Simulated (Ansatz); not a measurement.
# SiGeO4 (built on the sites of a database entry of SiO2): from the cell to its phonons, part 2 of 2

Wanted: vibrations and spectra of SiGeO4 (built on the sites of a database entry of SiO2); the cell is already relaxed. After the zone centre comes a 2×2×2 q mesh on a 4×4×4 k mesh.

Ansatz 0.2.0; DFT PBEsol, scalar-relativistic, plane waves, PseudoDojo norm-conserving pseudopotentials.

So far. Step 2 (Modes at Γ): Before it was imposed, the acoustic sum rule was missed by 1.4e-4 eV/Å² and the charge sum rule by 8.6e-4 e. Small misses are needed for a sound result but don't prove that mesh and cutoff are converged. The lowest optical mode is imaginary, 124.4i cm⁻¹, so the energy falls along it.

The structure was built from a prototype and need not be the compound's stable phase.

**3. Phonons on a q mesh**

Stability and thermal properties need the whole zone. Linear response on a 2×2×2 q mesh gives force constants as far as a supercell of that size would, and the tensors from the zone-centre run are typed in so that the long-range dipole term is interpolated apart.

The input, input.yaml:

```yaml
crystal:
  lattice:
    - [0.0, 3.8379174859, 3.8379174859]
    - [3.8379174859, 0.0, 3.8379174859]
    - [3.8379174859, 3.8379174859, 0.0]
  atoms:
    - { symbol: Si, position: [0.0, 0.0, 0.0] }
    - { symbol: Ge, position: [0.25, 0.25, 0.25] }
    - { symbol: O, position: [0.1209006003, 0.1209006003, 0.1209006003] }
    - { symbol: O, position: [0.6372981992, 0.1209006003, 0.1209006003] }
    - { symbol: O, position: [0.1209006003, 0.1209006003, 0.6372981992] }
    - { symbol: O, position: [0.1209006003, 0.6372981992, 0.1209006003] }
kpoints:
  mp_grid: { grid: [4, 4, 4] }
hamiltonian:
  xc: pbesol
  pseudopotentials: { kind: nc, accuracy: standard }
scf:
  occupations: { method: fixed }
output:
  eigenvalues: true
phonons:
  method: dfpt
  qmesh: [2, 2, 2]
  temperatures: { t_max: 1000, t_step: 50 }
  qpath:
    path:
      - [[0.0, 0.0, 0.0], [-0.5, -0.5, 0.0], [-0.375, -0.375, 0.25]]
      - [[-0.375, 0.0, 0.375], [0.0, 0.0, 0.0], [0.0, 0.0, 0.5], [-0.5, -0.25, 0.25], [-0.5, -0.5, 0.0]]
    npoints: 10
  non_analytic_term:
    high_frequency_dielectric_tensor: [[2.1815, 0.0, 0.0], [0.0, 2.1815, 0.0], [0.0, 0.0, 2.1815]]
    born_effective_charges:
      - { species: Si, tensor: [[3.641, 0.0, 0.0], [0.0, 3.641, 0.0], [0.0, 0.0, 3.641]] }
      - { species: Ge, tensor: [[3.5445, 0.0, 0.0], [0.0, 3.5445, 0.0], [0.0, 0.0, 3.5445]] }
      - { species: O, tensor: [[-1.7964, -0.8221, -0.8221], [-0.8221, -1.7964, -0.8221], [-0.8221, -0.8221, -1.7964]] }
      - { species: O, tensor: [[-1.7964, 0.8221, 0.8221], [0.8221, -1.7964, -0.8221], [0.8221, -0.8221, -1.7964]] }
      - { species: O, tensor: [[-1.7964, -0.8221, 0.8221], [-0.8221, -1.7964, 0.8221], [0.8221, 0.8221, -1.7964]] }
      - { species: O, tensor: [[-1.7964, 0.8221, -0.8221], [0.8221, -1.7964, 0.8221], [-0.8221, 0.8221, -1.7964]] }
    source: "zone-centre run at this cell"
```

On the command line:

```bash
> ansatz run input.yaml --threads 8 --pin off --max-ram 14336MiB --backend cpu --events-out ev --progress --plain --runs-dir out
```

Numbers of over 12 decimals in the logs are rounded to 6 here.

The program printed:

```text
Warning: phonons: the dynamical matrix that this run interpolates holds no multipole term above the dipole-dipole one, and a site of this crystal is no centre of inversion, so its interpolated transverse optical and acoustic branches and sound speeds can stay off near Gamma, and the density of states and the thermodynamics with them. What a run solves at a wave vector of phonons.qpoints, Gamma apart, where the deck admits one, is free of this, and under fd what a larger phonons.supercell samples
[...]
Crystal: 6 atoms, lattice volume = 113.062 Å³
Basis set: ecut = 1142.878222 eV, 9841 PW (Γ), exchange–correlation on 120×120×120 points (8 copies of the dense FFT grid, shifted against one another)
Bands: 27, of which v1, the nominal top of the filled ones, is band 21 counted from 1 (20 counted from 0)
Symmetry: 24 space group operations
k-points: 8 of 64 (time reversal used)
[...]
SCF iter   1: F=—  HF=-4343.577025 eV  |F-HF|=—  |Δ(HF+E_count)|=         —  Δρ=9.28e-2  dr2=8.14e0  ethr=3.10e-3  ⟨swp⟩=5.0  Hψ=977  notcnv=0  defer=28
[...]
SCF iter  10: F=-4340.933746 eV  HF=-4340.933746 eV  |F-HF|=2.73e-12  |Δ(HF+E_count)|=  3.00e-11  Δρ=1.02e-7  dr2=3.55e-12  ethr=1.00e-12  ⟨swp⟩=16.2  Hψ=1625  notcnv=0
SCF 1 converged in 10 iterations: F = -4340.933746 eV  dr2 = 3.55e-12
NSCF: frozen V_eff on 8 k-points
[...]
DFPT response loops at q = (0, 0, 0) (fractional): preconditioner auto → none (the input reference at scf.mixing.eps_inf says where Resta's filter doesn't serve); β = 0.50; Broyden in place of MSR1
[...]
SCF converged after 10 iterations
Free energy (F): -4340.933746 eV
[...]
Internal energy: -4340.933746 eV  (E = F + TS)
E sigma→0 (E₀):  -4340.933746 eV
Fermi energy:    0.223977 eV
[...]
--- Band table (eV; the first three rows and the last of 8) ---
  k-point 0: bands = [... 17 lower, -1.3482, 0.2194, 0.2194, 0.2194, 4.5342, 7.3401, 8.5999, 8.5999, ... 2 higher]
  k-point 1: bands = [... 17 lower, -1.3861, -0.1228, -0.1228, 0.2217, 5.2831, 7.7235, 8.9353, 9.1934, ... 2 higher]
  k-point 2: bands = [... 17 lower, -1.4950, -0.4571, -0.4571, 0.2240, 6.0322, 8.1405, 8.8899, 9.9328, ... 2 higher]
  k-point 7: bands = [... 17 lower, -1.1512, -0.6350, -0.4248, -0.3118, 7.0461, 8.6699, 8.8750, 9.1015, ... 2 higher]
--- Phonons (Γ-DFPT): 3 representative perturbations + reference (Σ response iterations 11) ---
  ASR residual: 1.304e-4 → 0.000e0 eV/Å²; symmetrization residual: 1.119e-5 eV/Å²
  ASR residual per site (eV/Å²): 2.92e-5 1.38e-5 1.30e-4 1.30e-4 1.30e-4 1.30e-4
[...]
--- Phonons (arbitrary-q DFPT): 3 irreducible q on the 2×2×2 mesh ---
  q = [0.0000, 0.0000, 0.0000] (star 1, of the zone-centre solve; hermiticity 5.08e-7, symmetrization 4.52e-15): -124.44 -124.44 -124.44 -0.00 0.00 0.00 281.30 281.30 293.45 293.45 293.45 587.26 587.26 587.26 1050.61 1050.61 1050.61 1144.94
  q = [0.0000, 0.0000, -0.5000] (star 4, 5 solved perturbations in 132 linear systems a pass and spin channel, the states on 36 of 64 k-point pairs; hermiticity 1.06e-6, symmetrization 5.46e-7, the responses' own estimated error 4.3e-5 eV/Å²): -124.39 -56.50 -56.50 177.30 177.30 235.51 235.51 274.64 291.91 291.91 302.08 566.34 588.92 588.92 1051.18 1051.18 1138.58 1200.05
[...]
sum rule: each row above includes the acoustic sum rule's correction from the zone centre's row sums; it moved no ω² by more than (1.51 cm⁻¹)²
  mesh force constants: q→R imaginary residual 1.14e-17; ASR residual 1.304e-4 → 0.000e0 eV/Å²; symmetrization residual 2.132e-14 eV/Å²
  interpolated dispersion: 63 rows × 18 modes
  density of states and harmonic sums: on the 14×14×14 q-mesh, interpolated from the force constants of a 2×2×2 supercell (with the dipole–dipole term of supplied tensors)
  largest difference from the sums on the solved wave vectors: F 2.70e-1 eV, S 3.74e-4 and C_V 1.08e-4 eV/K
  zero-point energy: 0.509206 eV/cell   skipped modes (ω ≤ 0): 207, of them read as no rigid motion or as one in doubt: 204 (1.798e0 modes/cell left out, lowest -124.44 cm⁻¹)   left out of the sums: 1.00e-1 of the cell's modes: C_V's classical limit lies that fraction below 3 k_B per atom; for a crystal, a wire or a layer, F and S can be off by more, and a phonons.interpolated_qmesh denser along its periods is the remedy for the sampling
```

It took 38 s on 8 threads of AMD EPYC 9R45, shared host; peak memory 2.2 GiB.

Numbers from this step:

```yaml
sum_rule_residual_before_enforcement: 1.30e-4 eV/Å²
lowest_frequency_on_the_path: -124.4 cm⁻¹
highest_frequency_on_the_path_or_at_a_solved_wavevector: 1211 cm⁻¹
lowest_mode_on_the_q_mesh_acoustic_modes_at_gamma_apart: -124.4 cm⁻¹
```

Frequencies (cm⁻¹) solved at each irreducible wavevector; negative means imaginary. Frequencies by wavevector, by row:

| q in reciprocal lattice units | star | mode 1 | mode 2 | mode 3 | mode 4 | mode 16 | mode 17 | mode 18 |
| --- | --- | --- | --- | --- | --- | --- | --- | --- |
| 0 0 0 | 1 | -124.4 | -124.4 | -124.4 | 0 | 1051 | 1051 | 1145 |
| 0 0 -0.5 | 4 | -124.4 | -56.5 | -56.5 | 177.3 | 1051 | 1139 | 1200 |
| 0 -0.5 -0.5 | 3 | -83.8 | -83.8 | 150.7 | 204.6 | 1052 | 1142 | 1211 |

Interpolated from a 2×2×2 q mesh, with the LO-TO term (at Γ the limit along the path; where Γ stands inside the path, tables give the limit on arrival). The phonon branches at the labelled points (cm⁻¹):

| point | branch 1 | branch 2 | branch 3 | branch 4 | branch 15 | branch 16 | branch 17 | branch 18 |
| --- | --- | --- | --- | --- | --- | --- | --- | --- |
| Γ | -124 | -124 | -124 | 0 | 1051 | 1051 | 1145 | 1188 |
| halfway | -96 | -96 | -35 | 117 | 1051 | 1051 | 1142 | 1200 |
| X | -84 | -84 | 151 | 205 | 1052 | 1052 | 1142 | 1211 |
| halfway | -85 | -45 | 145 | 188 | 1052 | 1055 | 1140 | 1208 |
| U | -90 | 102 | 130 | 161 | 1052 | 1059 | 1139 | 1202 |
| jump to K | -90 | 102 | 130 | 161 | 1052 | 1059 | 1139 | 1202 |
| halfway | -111 | -58 | 51 | 73 | 1051 | 1054 | 1140 | 1195 |
| Γ | -124 | -124 | -124 | 0 | 1051 | 1051 | 1145 | 1188 |
| halfway | -124 | -80 | -80 | 91 | 1051 | 1051 | 1142 | 1194 |
| L | -124 | -56 | -56 | 177 | 1051 | 1051 | 1139 | 1200 |
| halfway | -91 | 33 | 116 | 163 | 1052 | 1058 | 1138 | 1198 |
| W | 78 | 78 | 108 | 136 | 1054 | 1059 | 1138 | 1200 |
| halfway | -50 | -48 | 139 | 173 | 1053 | 1056 | 1140 | 1206 |
| X | -84 | -84 | 151 | 205 | 1052 | 1052 | 1142 | 1211 |

Tetrahedra on a 14×14×14 mesh, mean over bins of 20 cm-1. Interpolated from a 2×2×2 q mesh. Phonon density of states against wavenumber; read off at these points:

wavenumber (cm⁻¹), phonon density of states (1/cm⁻¹/cell) and a bar:
```
     -130     0.0035 #
      -90     0.0244 #######
      -50     0.0126 ####
      -30     0.0070 ##
       10     0.0053 ##
       50     0.0095 ###
       90     0.0176 #####
      130     0.0194 ######
      150     0.0253 ########
      190     0.0161 #####
      230     0.0264 ########
      270     0.0662 ####################
      290     0.0836 ##########################
      310     0.0147 ####
      350     0.0148 #####
      370     0.0008 
      410     0.0000 
      450     0.0000 
      490     0.0000 
      530     0.0181 ######
      550     0.0124 ####
      590     0.0629 ###################
      630     0.0016 #
      670     0.0000 
      710     0.0000 
      730     0.0000 
      770     0.0000 
      810     0.0000 
      850     0.0000 
      890     0.0000 
      930     0.0000 
      950     0.0000 
      990     0.0000 
     1030     0.0000 
     1050     0.0983 ##############################
     1070     0.0018 #
     1110     0.0000 
     1130     0.0323 ##########
     1170     0.0000 
     1190     0.0312 ##########
     1210     0.0187 ######
```

The partial phonon density of states has structure finer than the step of the table below, so its rows give means over 25 cm⁻¹, whole bins alone (the curve runs from -134 to 1257 cm⁻¹). Peaks (cm⁻¹: height): Ge 171.9: 0.00734, 285.6: 0.0141, 591.9: 0.0141, 1143.2: 0.00171; O -90.7: 0.0216, 171.9: 0.0186, 285.6: 0.0607, 591.9: 0.00738, 1055.7: 0.0595, 1143.2: 0.0352, 1195.8: 0.0286; Si 521.9: 0.0119, 591.9: 0.0338, 1055.7: 0.0143, 1195.8: 0.00703.

Phonopy on the run's constants, 13x13x13 mesh, Gaussian sigma 9.9 cm-1. Interpolated from a 2×2×2 q mesh. The partial phonon density of states by wavenumber; means over each step; values in 1/cm⁻¹/cell:

| wavenumber (cm⁻¹) | Ge | O | Si |
| --- | --- | --- | --- |
| -100 | 8.2e-4 | 0.0202 | 3.5e-4 |
| -75 | 0.00151 | 0.0167 | 6.2e-4 |
| -50 | 0.00154 | 0.0100 | 6.1e-4 |
| -25 | 0.00103 | 0.00561 | 4.0e-4 |
| 0 | 4.9e-4 | 0.00299 | 1.9e-4 |
| 25 | 0.00108 | 0.00419 | 4.1e-4 |
| 50 | 0.00219 | 0.00680 | 8.2e-4 |
| 75 | 0.00341 | 0.0121 | 0.00125 |
| 100 | 0.00417 | 0.0136 | 0.00151 |
| 125 | 0.00465 | 0.0151 | 0.00171 |
| 150 | 0.00566 | 0.0156 | 0.00231 |
| 175 | 0.00679 | 0.0167 | 0.00281 |
| 200 | 0.00489 | 0.0118 | 0.00193 |
| 225 | 0.00506 | 0.0211 | 0.00158 |
| 250 | 0.00909 | 0.0358 | 0.00121 |
| 275 | 0.0130 | 0.0537 | 0.00128 |
| 300 | 0.0111 | 0.0361 | 0.00120 |
| 325 | 0.00932 | 0.0102 | 6.7e-4 |
| 350 | 0.00539 | 0.00724 | 2.4e-4 |
| 375 | 7.7e-4 | 0.00128 | 2.2e-5 |
| 400 | 7.3e-6 | 1.5e-5 | 0 |
| 425 | 0 | 0 | 0 |
| 450 | 0 | 0 | 0 |
| 475 | 2.5e-6 | 2.5e-5 | 6.8e-5 |
| 500 | 1.8e-4 | 0.00127 | 0.00368 |
| 525 | 0.00105 | 0.00377 | 0.0110 |
| 550 | 0.00164 | 0.00263 | 0.00828 |
| 575 | 0.00582 | 0.00339 | 0.0149 |
| 600 | 0.0115 | 0.00651 | 0.0279 |
| 625 | 0.00379 | 0.00260 | 0.00946 |
| 650 | 1.3e-4 | 9.2e-5 | 3.3e-4 |
| 675 | 0 | 0 | 0 |
| 700 | 0 | 0 | 0 |
| 725 | 0 | 0 | 0 |
| 750 | 0 | 0 | 0 |
| 775 | 0 | 0 | 0 |
| 800 | 0 | 0 | 0 |
| 825 | 0 | 0 | 0 |
| 850 | 0 | 0 | 0 |
| 875 | 0 | 0 | 0 |
| 900 | 0 | 0 | 0 |
| 925 | 0 | 0 | 0 |
| 950 | 0 | 0 | 0 |
| 975 | 0 | 0 | 0 |
| 1000 | 1.0e-7 | 5.4e-6 | 8.0e-7 |
| 1025 | 1.3e-4 | 0.00464 | 0.00110 |
| 1050 | 0.00125 | 0.0445 | 0.0107 |
| 1075 | 3.9e-4 | 0.0138 | 0.00337 |
| 1100 | 1.8e-5 | 4.6e-4 | 3.2e-5 |
| 1125 | 7.9e-4 | 0.0159 | 7.5e-5 |
| 1150 | 0.00101 | 0.0211 | 1.1e-4 |
| 1175 | 7.0e-5 | 0.00553 | 0.00119 |
| 1200 | 9.6e-5 | 0.0232 | 0.00569 |
| 1225 | 1.1e-5 | 0.00399 | 9.8e-4 |

Symmetry leaves 3 wavevectors to solve. The lowest mode among them, the acoustic zeros apart, lies at Γ and is imaginary, 124.4i cm⁻¹, so the energy falls along it.

**4. Isotope substitution, element Ge, natural mass 72.63 amu**

An isotope changes the mass and not the force constants, so no new electronic calculation is needed; the shifts show which modes move this element.

The same force constants with the mass of Ge changed from 72.630 to 75.921 u (phonopy, no LO-TO term). Both lists are sorted by frequency; levels can cross, so a row need not hold one and the same mode. Modes under 3 cm⁻¹ are left out. Isotope shifts, by row, the first 40 of 51 rows:

| q | rank | natural mass (cm⁻¹) | changed mass (cm⁻¹) |
| --- | --- | --- | --- |
| 0 0 0 | 1 | -124.4 | -124.4 |
| 0 0 0 | 2 | -124.4 | -124.4 |
| 0 0 0 | 3 | -124.4 | -124.4 |
| 0 0 0 | 7 | 281.3 | 281.3 |
| 0 0 0 | 8 | 281.3 | 281.3 |
| 0 0 0 | 9 | 293.4 | 291.8 |
| 0 0 0 | 10 | 293.4 | 291.8 |
| 0 0 0 | 11 | 293.4 | 291.8 |
| 0 0 0 | 12 | 587.3 | 583.8 |
| 0 0 0 | 13 | 587.3 | 583.8 |
| 0 0 0 | 14 | 587.3 | 583.8 |
| 0 0 0 | 15 | 1051 | 1050 |
| 0 0 0 | 16 | 1051 | 1050 |
| 0 0 0 | 17 | 1051 | 1050 |
| 0 0 0 | 18 | 1145 | 1145 |
| 0 0 -0.5 | 1 | -124.4 | -124.4 |
| 0 0 -0.5 | 2 | -56.5 | -56.19 |
| 0 0 -0.5 | 3 | -56.5 | -56.19 |
| 0 0 -0.5 | 4 | 177.3 | 176.7 |
| 0 0 -0.5 | 5 | 177.3 | 176.7 |
| 0 0 -0.5 | 6 | 235.5 | 234.7 |
| 0 0 -0.5 | 7 | 235.5 | 234.7 |
| 0 0 -0.5 | 8 | 274.6 | 273 |
| 0 0 -0.5 | 9 | 291.9 | 290.9 |
| 0 0 -0.5 | 10 | 291.9 | 290.9 |
| 0 0 -0.5 | 11 | 302.1 | 298.2 |
| 0 0 -0.5 | 12 | 566.3 | 565.1 |
| 0 0 -0.5 | 13 | 588.9 | 585.6 |
| 0 0 -0.5 | 14 | 588.9 | 585.6 |
| 0 0 -0.5 | 15 | 1051 | 1051 |
| 0 0 -0.5 | 16 | 1051 | 1051 |
| 0 0 -0.5 | 17 | 1139 | 1137 |
| 0 0 -0.5 | 18 | 1200 | 1200 |
| 0 -0.5 -0.5 | 1 | -83.75 | -83.51 |
| 0 -0.5 -0.5 | 2 | -83.75 | -83.51 |
| 0 -0.5 -0.5 | 3 | 150.7 | 150.7 |
| 0 -0.5 -0.5 | 4 | 204.6 | 202.9 |
| 0 -0.5 -0.5 | 5 | 204.6 | 202.9 |
| 0 -0.5 -0.5 | 6 | 221.2 | 221.2 |
| 0 -0.5 -0.5 | 7 | 250.9 | 249.6 |

A mode of this element alone would shift by -2.19 %. The highest zone-centre frequency without the field goes from 1144.9 to 1144.9 cm⁻¹ (+0.0 %).

**5. Another isotope, element O, natural mass 15.999 amu**

The same for O, from 16.00 to 18.00 u.

A mode of this element alone would shift by -5.72 %. The highest zone-centre frequency without the field goes from 1144.9 to 1079.5 cm⁻¹ (-5.7 %).

**6. Isotope substitution, element Si, natural mass 28.085 amu**

The same for Si, from 28.09 to 29.97 u.

A mode of this element alone would shift by -3.20 %. The highest zone-centre frequency without the field goes from 1144.9 to 1144.9 cm⁻¹ (+0.0 %).

**7. Summary of results**

| Property | Result |
| --- | --- |
| space group (within 0.01 Å) | F-43m |
| volume per atom | 18.8 Å³ |
| gap on the k-mesh | 4.31 eV |
| highest optical mode at the zone centre (no LO-TO term) | 1145 cm⁻¹ |
| top of the zone-centre spectrum with the field | 1188 cm⁻¹ |
| lowest optical zone-centre mode | -124 cm⁻¹ |
| mean high-frequency dielectric constant | 2.18 |
| largest Born charge (third of the trace) | 3.64 e |
| lowest mode on the q mesh (acoustic modes at Γ apart) | -124 cm⁻¹ |
| highest frequency on the path or at a solved wavevector | 1211 cm⁻¹ |
| imaginary modes on the 2×2×2 q mesh | yes |

Modes are clearly imaginary (beyond 10i cm⁻¹) at 3 of the 3 irreducible wavevectors, most at Γ (124.4i cm⁻¹), so this structure is not a minimum of the energy. Without the field, the optical modes at Γ span -124 to 1145 cm⁻¹ (negative means imaginary). The highest mode in this list at Γ, 1144.9 cm⁻¹, is mostly motion of O (100 % of the kinetic energy). With the macroscopic field of the longitudinal modes the top of the zone-centre spectrum lies at 1188 cm⁻¹, against 1145 cm⁻¹ without it. Among the real modes, the strongest infrared line is at 1051 cm⁻¹. Averaged over orientations, the strongest Raman line at 532 nm and 300 K is at 587 cm⁻¹, among the modes without the field; their longitudinal partners can be Raman active too. The program warns that the interpolation holds no quadrupole term, so branches close to Γ can be off in this crystal. The starting cell was built on a prototype and not taken from a measurement, so the phase need not exist. These are harmonic frequencies at zero temperature: anharmonic shifts, linewidths and thermal expansion are left out.

[Logs are printed without paths, hosts, clocks, repeated set-up lines and the standing remarks that a program may print on its own settings, such as how far it seeks lower states.]

[Hosts, paths, dates, database ids (printed as entryN), source tags and the programs' standing remarks are cut or masked in the printed files.]
